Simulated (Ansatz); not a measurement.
Crystal: CaO.

```
Ca O
1.0
     0.00000    2.40356    2.40356
     2.40356    0.00000    2.40356
     2.40356    2.40356    0.00000
Ca O
1 1
Cartesian
  0.0000 0.0000 0.0000
  2.4036 2.4036 2.4036
```

The cell is a database's computed one.

Base run:

* Program: Ansatz 0.2.0
* Functional: BPBE
* Potentials or basis: Ansatz PAW
* Cutoff: 420 eV (not typed: the program's choice for these potentials)
* k mesh: 10 × 10 × 10
* Occupations: fermi-dirac, width 0.05 eV
* Spin: no spin polarisation

Its results: band gap on the k mesh 3.68 eV, indirect (least direct gap 4.06 eV); pressure 1.5 GPa.

Task: After a change of settings the same cell gave: band gap on the k mesh 3.75 eV, indirect (least direct gap 4.12 eV); pressure 4.3 GPa. Which change was it?
A. functional from BPBE to PBE; k mesh from 10 × 10 × 10 to 6 × 6 × 6
B. functional from BPBE to PBE; potentials or basis from Ansatz PAW to PseudoDojo stringent (PBE files); cutoff from 420 eV (not typed: the program's choice for these potentials) to 1252 eV
C. functional from BPBE to PBE; potentials or basis from Ansatz PAW to Ansatz PAW earlier set; cutoff from 420 eV (not typed: the program's choice for these potentials) to 900 eV
D. functional from BPBE to BLYP

Result: D.

Caveats: the PAW data sets come from PBE, with cores solved anew for the run's functional, which leaves a small shift of forces and pressure.
